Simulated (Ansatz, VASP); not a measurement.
# Two plane-wave programs on Sn

INCAR

```
SYSTEM = Sn
ALGO = Fast ; DIPOL = 0.5 0.5 0.500
EDIFF = 1E-6 ; ENCUT = 520
GGA = PE ; IDIPOL = 3
ISIF = 2 ; ISMEAR = 0
LASPH = .True. ; LCHARG = .True.
LDIPOL = .True. ; LELF = .True.
LREAL = .False. ; LVACPOTAV = .True.
LVHAR = .True. ; LWAVE = .False.
NBANDS = 36 ; NELM = 60
PREC = Accurate ; SIGMA = 0.1
```

KPOINTS

```
k-points
0
Gamma
  8 8 1
  0 0 0
```

POSCAR

```
Sn
1.0
    4.5009974396      0.0000000000      0.0000000000
    0.5736658208      4.4642900306      0.0000000000
    0.0000000000      0.0000000000     18.5340203970
Sn
4
Direct
    0.7739097980      0.7739097980      0.4046612575
    0.2173872475      0.2173872475      0.4427967545
    0.5478195960      0.5478195960      0.5572032455
    0.9912970455      0.9912970455      0.5953387425
```

Input for Ansatz:

```yaml
crystal:
  lattice:
    - [4.5009974396, 0.0, 0.0]
    - [0.5736658208, 4.4642900306, 0.0]
    - [0.0, 0.0, 18.534020397]
  atoms:
    - { symbol: Sn, position: [0.773909798, 0.773909798, 0.4046612575] }
    - { symbol: Sn, position: [0.2173872475, 0.2173872475, 0.4427967545] }
    - { symbol: Sn, position: [0.547819596, 0.547819596, 0.5572032455] }
    - { symbol: Sn, position: [0.9912970455, 0.9912970455, 0.5953387425] }
basis:
  ecutwfc: 420
kpoints:
  mp_grid: { grid: [8, 8, 1] }
hamiltonian:
  xc: pbe
scf:
  occupations: { method: gaussian, width: 0.1 }
output:
  forces: true
  stress: true
  eigenvalues: true
  write_density: true
  write_potential: true
  elf: true
  volumetric_format: npy
efield:
  axis: 3
  dipole_correction: true
```

Alike in both runs: task single point; functional PBE; k mesh 8 × 8 × 1; occupations gaussian, width 0.1 eV; no spin polarisation.

|  | VASP | Ansatz |
| --- | --- | --- |
| version | VASP 6.6.1 | Ansatz 0.2.0 |
| potentials or method | VASP PAW PBE potentials, release 64 (Sn_d) | scalar-relativistic, plane waves, PAW |
| plane-wave cutoff (eV) | 520 | 420 |
| valence electrons in the cell | 56 | 56 |

VASP gave:

| Item | Value |
| --- | --- |
| gap on the k mesh at the Fermi level (eV) | none |
| rms of the force components (eV/Å) | 0.247 |
| work function, face that differs most (eV) | 3.86 |

Which values does Ansatz return?

gap on the k mesh at the Fermi level (eV): none; rms of the force components (eV/Å): 0.248; work function, face that differs most (eV): 3.86.

Atom by atom the forces differ by 0.001 eV/Å (rms over components). A gap of «none» marks a metal or a gap that the smearing closes. The functional is the same, so the differences come from potentials, cutoffs and numerics. Ansatz warned: «xc_potential_rough_in_thin_density».
